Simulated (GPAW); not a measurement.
W:

```xyz
1
Lattice="-1.5823 1.5823 1.5823 1.5823 -1.5823 1.5823 1.5823 1.5823 -1.5823" Properties=species:S:1:pos:R:3 pbc="T T T"
W     0.0000    0.0000    0.0000
```

```yaml
Program: GPAW 26.7.0
Task: relaxation of cell and atoms
Functional: PBEsol
Dispersion: D3(BJ)
Potentials_or_basis: PAW data sets generated in the run's folder for this functional
Cutoff: 600 eV
Basis: pw
k_mesh: 12 × 12 × 12
Occupations: fermi-dirac, width 0.05 eV
Spin: no spin polarisation
```

At the start: pressure -10.8 GPa; volume 15.85 Å³/atom.

How do energy, volume and symmetry change on relaxing?

Over 3 steps the energy falls by 18.6 meV/atom and the volume is 15.31 Å³/atom (-3.4 %); space group Im-3m (No. 229, to 0.05 Å).

The path:
| step | energy change (eV) | largest force (eV/Å) | pressure (GPa) | volume (Å³) |
| --- | --- | --- | --- | --- |
| 1 | 0.0000 | 0.0000 | -10.82 | 15.85 |
| 2 | -0.0166 | 0.0000 | 3.75 | 15.14 |
| 3 | -0.0186 | 0.0000 | -0.11 | 15.31 |

Final structure:
```
W
1.0
    -1.56427    1.56427    1.56427
     1.56427   -1.56427    1.56427
     1.56427    1.56427   -1.56427
W
1
Direct
  0.00000 0.00000 0.00000
```

Caveat: later steps reuse the first step's grids; pairwise dispersion overbinds metals, which lowers pressure and volume.
